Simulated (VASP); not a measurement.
# CeO₂, band structure: which settings are enough?

CeO₂, Fm-3m (no. 225), 3 atoms in the cell. PBEsol, DFT+U; PAW potentials Ce, O (PBE set). VASP 6.6.1.

Wanted: band energies at the path's corners within 0.1 eV; smallest gap over path and mesh within 0.05 eV.

What the run is for: bands; Accuracy asked: screening; Route: fixed density (ICHARG 11).

Band energies at the path's corners: counted from the valence top.

POSCAR:
```
CeO2
1.0
    0.0000000000      2.7036500000      2.7036500000
    2.7036500000      0.0000000000      2.7036500000
    2.7036500000      2.7036500000      0.0000000000
Ce O
1 2
Direct
    0.0000000000      0.0000000000      0.0000000000
    0.7500000000      0.7500000000      0.7500000000
    0.2500000000      0.2500000000      0.2500000000
```

The series start from Plane-wave cutoff (eV): 460; k-point mesh: 6 × 6 × 6; k points a path segment: 12; Electronic threshold (eV): 1e-6; Precision mode (PREC): Accurate; Bands in all (NBANDS): 27; Aspherical gradient terms in the spheres (LASPH): yes; Highest l that the mixer handles (LMAXMIX): 6. Each series keeps the choices made before it, and each single choice may use up half of a tolerance. Times cover all steps of a run.

## Plane-wave cutoff (eV)

| Plane-wave cutoff (eV) | Band energies at the path's corners, largest deviation (eV) | Smallest gap over path and mesh (eV) | Time (s) |
|---|---|---|---|
| 320 | 0.02 | 2.574 | 40 |
| 400 | 0.01 | 2.561 | 79 |
| 460 | 0.00 | 2.556 | 85 |
| 520 | 0.00 | 2.554 | 98 |
| 640 (reference) | 0.00 | 2.555 | 106 |

## k-point mesh

| k-point mesh | Band energies at the path's corners, largest deviation (eV) | Smallest gap over path and mesh (eV) | Time (s) |
|---|---|---|---|
| 3 × 3 × 3 | 0.01 | 2.568 | 35 |
| 4 × 4 × 4 | 0.01 | 2.561 | 37 |
| 5 × 5 × 5 | 0.00 | 2.573 | 39 |
| 6 × 6 × 6 | 0.00 | 2.574 | 40 |
| 7 × 7 × 7 | 0.00 | 2.573 | 45 |
| 9 × 9 × 9 (reference) | 0.00 | 2.574 | 50 |

## Electronic threshold (eV)

| Electronic threshold (eV) | Band energies at the path's corners, largest deviation (eV) | Smallest gap over path and mesh (eV) | Time (s) |
|---|---|---|---|
| 0.001 | 0.01 | 2.569 | 23 |
| 0.0001 | 0.01 | 2.571 | 27 |
| 1e-5 | 0.00 | 2.565 | 30 |
| 1e-6 | 0.00 | 2.562 | 27 |
| 1e-7 (reference) | 0.00 | 2.563 | 36 |

## Precision mode (PREC)

| Precision mode (PREC) | Band energies at the path's corners, largest deviation (eV) | Smallest gap over path and mesh (eV) | Time (s) |
|---|---|---|---|
| SingleN | 0.01 | 2.575 | 22 |
| Normal | 0.00 | 2.568 | 23 |
| Accurate (reference) | 0.00 | 2.569 | 23 |

## Bands in all (NBANDS)

| Bands in all (NBANDS) | Band energies at the path's corners, largest deviation (eV) | Smallest gap over path and mesh (eV) | Time (s) |
|---|---|---|---|
| 16 | 0.06 | 2.524 | 18 |
| 17 | 0.07 | 2.510 | 16 |
| 18 | 0.06 | 2.514 | 16 |
| 27 | 0.00 | 2.575 | 22 |
| 37 (reference) | 0.00 | 2.571 | 24 |

## Aspherical gradient terms in the spheres (LASPH)

| Aspherical gradient terms in the spheres (LASPH) | Band energies at the path's corners, largest deviation (eV) | Smallest gap over path and mesh (eV) | Time (s) |
|---|---|---|---|
| yes | 0.00 | 2.575 | 22 |
| no | 0.01 | 2.576 | 13 |

## Question

The rows run from the loosest to the tightest (no order: aspherical gradient terms in the spheres). For each series: choose the loosest value from which every tighter one stays within half of the tolerance; where there is no order, keep the first row unless others stay within half of the tolerance and take at least 30 % less time, and then take the fastest.

## Answer

- Plane-wave cutoff (eV): 320
- k-point mesh: 3 × 3 × 3
- Electronic threshold (eV): 0.001
- Precision mode (PREC): SingleN
- Bands in all (NBANDS): 27
- Aspherical gradient terms in the spheres (LASPH): no

Also changed on the way, by series that aren't shown: k points a path segment: 8.

## All choices together

| Input | Band energies at the path's corners, largest deviation (eV) | Smallest gap over path and mesh (eV) | Time (s) |
|---|---|---|---|
| the program's defaults (naive) | 0.22 | 2.613 | 29 |
| chosen settings | 0.02 | 2.576 | 13 |
| reference settings throughout | 0.00 | 2.553 | 274 |

The tolerance is met.

## The input

INCAR.step1:
```
GGA = PS
ISPIN = 2
MAGMOM = 1 0 0
LORBIT = 11
LDAU = T
LDAUTYPE = 2
LDAUL = 3 -1
LDAUU = 6 0
LDAUJ = 0 0
ISMEAR = 0
SIGMA = 0.03
LWAVE = F
LCHARG = T
NBANDS = 27
PREC = SingleN
LASPH = F
LREAL = F
ALGO = Normal
EDIFF = 0.001
NELM = 200
GGA_COMPAT = F
ENCUT = 320
EFERMI = MIDGAP
LMAXMIX = 6
```

INCAR.step2, as INCAR.step1 but for:
```
- LCHARG = T
+ LCHARG = F
+ ICHARG = 11
```

KPOINTS.step1:
```
Automatic mesh
0
Gamma
  3 3 3
  0 0 0
```

KPOINTS.step2:
```
path GXWKGLUWLK,UX
8
line-mode
reciprocal
 0.0000000000  0.0000000000  0.0000000000  G
 0.5000000000  0.0000000000  0.5000000000  X

 0.5000000000  0.0000000000  0.5000000000  X
 0.5000000000  0.2500000000  0.7500000000  W

 0.5000000000  0.2500000000  0.7500000000  W
 0.3750000000  0.3750000000  0.7500000000  K

 0.3750000000  0.3750000000  0.7500000000  K
 0.0000000000  0.0000000000  0.0000000000  G

 0.0000000000  0.0000000000  0.0000000000  G
 0.5000000000  0.5000000000  0.5000000000  L

 0.5000000000  0.5000000000  0.5000000000  L
 0.6250000000  0.2500000000  0.6250000000  U

 0.6250000000  0.2500000000  0.6250000000  U
 0.5000000000  0.2500000000  0.7500000000  W

 0.5000000000  0.2500000000  0.7500000000  W
 0.5000000000  0.5000000000  0.5000000000  L

 0.5000000000  0.5000000000  0.5000000000  L
 0.3750000000  0.3750000000  0.7500000000  K

 0.6250000000  0.2500000000  0.6250000000  U
 0.5000000000  0.0000000000  0.5000000000  X
```

Commands (each step's output is kept before the next begins):
```
cat potpaw_PBE.64/Ce/POTCAR potpaw_PBE.64/O/POTCAR > POTCAR
cp INCAR.step1 INCAR
cp KPOINTS.step1 KPOINTS
mpirun -np 1 vasp_std > vasp.out
cp INCAR.step2 INCAR
cp KPOINTS.step2 KPOINTS
mpirun -np 1 vasp_std > vasp.out
```

The chosen input took VASP 6.6.1 13 s on 1 core (Intel Xeon 6975P-C (Granite Rapids)), a shared host.

## An input that fails: fixed density asked without a density file

VASP's message: ERROR: charge density could not be read from file CHGCAR for ICHARG>10.

Changes against the starting input:
```
- LCHARG = True
- NELM = 200
+ LCHARG = False
+ NELM = 63
+ ICHARG = 11
```
